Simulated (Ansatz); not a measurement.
# LiBr: a single-point run

Wanted: a converged single-point run for LiBr, and a check of what comes out. The structure is shown as the input types it.

Computed with Ansatz 0.2.0 (density functional or hybrid calculation with the settings of its input, plane waves (as first typed), unless a step's input says otherwise).

6 further runs of the same task are left out: 1 for a known fault of the program, 5 that didn't finish.

## 1. Starting point

Symmetry: Fm-3m, No. 225, cubic system. Conventional cell: a = 5.479 Å, b = 5.479 Å, c = 5.479 Å, α = 90.00°, β = 90.00°, γ = 90.00°. Around Li (site symmetry m-3m) lie 6 Br at 2.74 Å. Around Br (site symmetry m-3m) lie 6 Li at 2.74 Å.

Structure file:

```xyz
2
Lattice="0.0000 2.7395 2.7395 2.7395 0.0000 2.7395 2.7395 2.7395 0.0000" Properties=species:S:1:pos:R:3 pbc="T T T"
Li    0.0000    0.0000    0.0000
Br    2.7395    2.7395    2.7395
```

## 2. Input and run

The input, input.yaml:

```yaml
crystal:
  lattice:
    - [0.0, 2.7395485816, 2.7395485816]
    - [2.7395485816, 0.0, 2.7395485816]
    - [2.7395485816, 2.7395485816, 0.0]
  atoms:
    - { symbol: Li, position: [0.0, 0.0, 0.0] }
    - { symbol: Br, position: [0.5, 0.5, 0.5] }
kpoints:
  mp_grid: { grid: [2, 4, 6] }
hamiltonian:
  xc: pbe
scf:
  occupations: { method: fixed }
  n_extra_bands: 4
output:
  forces: true
  stress: true
  eigenvalues: true
```

The run is started by

```console
ansatz run input.yaml --threads 4 --pin off --max-ram 3686MiB --backend cpu --events-out ev --progress --plain --runs-dir out
```

Q: Will this input give a usable result? If not, why, and what should change?

The run converged and reported no error, with warnings (symmetry narrowed by mesh). Its log warns: «crystal.symmetry: narrowed to the stabiliser of the k-point mesh — unitary ops 48 → 4; excluded 44 operations that carry a point of the 2×4×6 mesh (shift [0, 0 ...»

The suspect setting: kpoints.mp_grid.grid is [2, 4, 6]. The mesh doesn't respect the lattice's symmetry: fewer operations survive, and spurious anisotropy appears.

Run again and compare: set kpoints.mp_grid.grid to [6, 6, 6].
